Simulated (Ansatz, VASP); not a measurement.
**Two plane-wave programs on W**

```
CELL_PARAMETERS angstrom
-1.53341 1.53341 1.46952
1.53341 -1.53341 1.46952
1.53341 1.53341 -1.46952
ATOMIC_POSITIONS crystal
W 0.00000 0.00000 0.00000
```

Change from the starting cell: strain -0.040 along x and y, -0.080 along z, atoms carried along.

Alike in both runs: task single point; functional r2SCAN; k mesh 14 × 14 × 14; occupations gaussian, width 0.15 eV; no spin polarisation.

```csv
,VASP,Ansatz
version,VASP 6.6.1,Ansatz 0.2.0
potentials or method,"VASP PAW PBE potentials, release 64 (W_sv)","scalar-relativistic, plane waves, PAW"
plane-wave cutoff (eV),520,500
valence electrons in the cell,14,14
```

Ansatz gave:

| Property | Result |
| --- | --- |
| gap on the k mesh at the Fermi level (eV) | none |
| pressure (GPa) | 60.1 |
| largest component of the traceless stress (GPa) | 13.19 |

Estimate VASP's values.

gap on the k mesh at the Fermi level (eV): none; pressure (GPa): 62.5; largest component of the traceless stress (GPa): 13.16.

A gap of «none» marks a metal or a gap that the smearing closes. With one functional, cell and mesh, what is left measures potentials, basis and numerics.

Caveats: the cell as given lies far from equilibrium; so large a pressure means that the cell lies far from this level's equilibrium, or that cutoff or potentials fall short (VASP); the potentials were made for another functional, which shifts forces and pressure (VASP). The runs have no spin-orbit coupling, so splittings on W are missing.
